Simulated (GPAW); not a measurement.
Runs of GPAW 26.7.0 on CdTe. The structure is cubic, space group F-43m (No. 216). The conventional cell has a = 6.410 Å, b = 6.410 Å, c = 6.410 Å, α = 90.00°, β = 90.00°, γ = 90.00°. Te (site symmetry -43m) has 4 Cd at 2.78 Å as nearest neighbours. Cd (site symmetry -43m) is surrounded by 4 Te at 2.78 Å. 

```csv
task,level,potentials or basis,smearing,response ecut,maxiter,response k mesh,response bands,kernels,gap on the mesh (eV)
dielectric tensor,RPBE,"the program's PAW data sets (release 1.2.1) made for this functional, pw",fermi-dirac 0.001 eV,80 eV,150,18 × 18 × 18,29,["RPA"],1.02
dielectric tensor,LDA,"the program's PAW data sets (release 1.2.1) made for this functional, pw",fermi-dirac 0.001 eV,80 eV,150,18 × 18 × 18,29,["RPA"],(a)
dielectric tensor,AM05,"PAW data sets generated in the run's folder for this functional, pw",fermi-dirac 0.001 eV,80 eV,150,18 × 18 × 18,29,["RPA"],0.84
dielectric tensor,PBEsol,"PAW data sets generated in the run's folder for this functional, pw",fermi-dirac 0.001 eV,80 eV,150,18 × 18 × 18,29,["RPA"],0.75
single point,PBE,"GPAW PAW data sets (gpaw-data 1.2.1), pw",fermi-dirac 0.05 eV,-,120,-,-,-,0.87
dielectric tensor,PBE,"GPAW PAW data sets (gpaw-data 1.2.1), pw",fermi-dirac 0.001 eV,80 eV,150,18 × 18 × 18,29,["RPA"],0.87
```

Alike in all rows: no spin polarisation; cell as given; k mesh 6 × 6 × 6; cutoff (eV) 450.

**Question.** Fill in the values left out.

**Answer.** (a) 0.61.

Caveats: spin-orbit coupling is left out, which moves the levels of the heavy elements; the long-wavelength limit can be off by several per cent where d states take part (some runs); the gap is small at this level, which inflates the dielectric constant (some runs).

A k mesh can miss the band edges, and the runs leave out spin-orbit coupling on Cd, Te.
